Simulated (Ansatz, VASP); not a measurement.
# BaTiO3: VASP beside Ansatz

```
CELL_PARAMETERS angstrom
3.92589 0.00000 0.00000
0.00000 3.97237 0.00000
0.00000 0.00000 4.11223
ATOMIC_POSITIONS crystal
Ba 0.00000 0.00000 0.99575
Ti 0.50000 0.50000 0.47760
O 0.50000 0.50000 0.03390
O 0.50000 0.00000 0.51634
O 0.00000 0.50000 0.51941
```

Change from the starting cell: uniaxial_x strain -1.2%.

Alike in both runs: task single point; functional PBE; k mesh 6 × 6 × 6; occupations fermi-dirac, width 0.02 eV; no spin polarisation.

```csv
,VASP,Ansatz
version,VASP 6.6.1,Ansatz 0.2.0
potentials or method,"VASP PAW PBE potentials, release 64 (Ba_sv, Ti_sv, O)","plane waves, PAW"
plane-wave cutoff (eV),520,420
valence electrons in the cell,40,40
```

Ansatz gave:

| Item | Value |
| --- | --- |
| gap on the k mesh at the Fermi level (eV) | 1.89 |
| pressure (GPa) | 5.2 |
| largest component of the traceless stress (GPa) | 1.51 |
| rms of the force components (eV/Å) | 0.039 |

Q: Estimate VASP's values.

A: gap on the k mesh at the Fermi level (eV): 1.83; pressure (GPa): 7.0; largest component of the traceless stress (GPa): 1.54; rms of the force components (eV/Å): 0.061.

Atom by atom the forces differ by 0.028 eV/Å (rms over components). With one functional, cell and mesh, what is left measures potentials, basis and numerics.

Caveats: spin-orbit coupling is left out, which moves the levels of the heavy elements. A k mesh can miss the band edges.
